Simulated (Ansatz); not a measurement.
# ZnSe: the cell at several levels of theory

The task here is to estimate one member of a computed series from the others.

The runs shown are made with Ansatz 0.2.0. PAW datasets, plane waves, zero pressure. The values are computed, spin-unpolarised, and not measurements.

**The system as given**

This is the cell as the run starts from it, not yet at rest; its lengths are not the crystal's.

The symmetry is F-43m (No. 216, cubic); conventional cell a = 5.402 Å, 19.70 Å³ an atom. Zn has 4 Se at 2.34 Å; Se has 4 Zn at 2.34 Å.

Structure file:

```
CELL_PARAMETERS angstrom
0.00000 2.70084 2.70084
2.70084 0.00000 2.70084
2.70084 2.70084 0.00000
ATOMIC_POSITIONS crystal
Zn 0.00000 0.00000 0.00000
Se 0.25000 0.25000 0.25000
```

Set-up of the first run:

input.yaml

```yaml
crystal:
  lattice:
    - [0.0, 2.7008445593, 2.7008445593]
    - [2.7008445593, 0.0, 2.7008445593]
    - [2.7008445593, 2.7008445593, 0.0]
  atoms:
    - { symbol: Zn, position: [0.0, 0.0, 0.0] }
    - { symbol: Se, position: [0.25, 0.25, 0.25] }
kpoints:
  mp_grid: { grid: [8, 8, 8] }
hamiltonian:
  xc: pbe
scf:
  occupations: { method: fermi_dirac, width: 0.02 }
relax:
  f_tol: 0.005
  cell: {}
output:
  write_density: true
  write_potential: true
  elf: true
  volumetric_format: npy
```

The run is started by

```
ansatz run input.yaml --threads 4 --pin off --max-ram 7372MiB --backend cpu --events-out ev --progress --plain --runs-dir out
```

Among the steps run: Relaxation with PBE; Relaxation with r2SCAN; Relaxing with PBEsol; Relaxing with LDA; Relaxing with HSE06.

One of the session's tables, all rows but one given; the rest of the session is left out.

```
 level  a (Å)  volume (Å³/atom)
   PBE  5.732            23.545
r2SCAN  5.665            22.723
PBEsol  5.634            22.349
   LDA  5.568            21.575
 HSE06      ?                 ?
```

**Question.** Estimate the row for HSE06.

**Answer.** a (Å): 5.701; volume (Å³/atom): 23.163. In the column «a (Å)» it lies between r2SCAN (5.665) and PBE (5.732).

In words: From the start to the first minimum the volume moved by +19.5 %. LDA gives the smallest cell and PBE the largest; they differ by 9.1 % in volume, a mean of 3.0 % in length. A measured a is 5.6685 Å (300 K; a printed reference work, data compilation); the misses are PBE +1.1 %, r2SCAN -0.1 %, PBEsol -0.6 %, LDA -1.8 %, HSE06 +0.6 %. The calculation is for a static lattice, without the thermal expansion and zero-point motion that a measured cell holds. The meshes differ: PBE 8×8×8, r2SCAN 8×8×8, PBEsol 8×8×8, LDA 8×8×8, HSE06 6×6×6.

**Measured values.**

From a printed reference work, data compilation, for a bulk crystal of ZnSe at 300 K: lattice constant a 5.6685 ± 0.0004 Å.
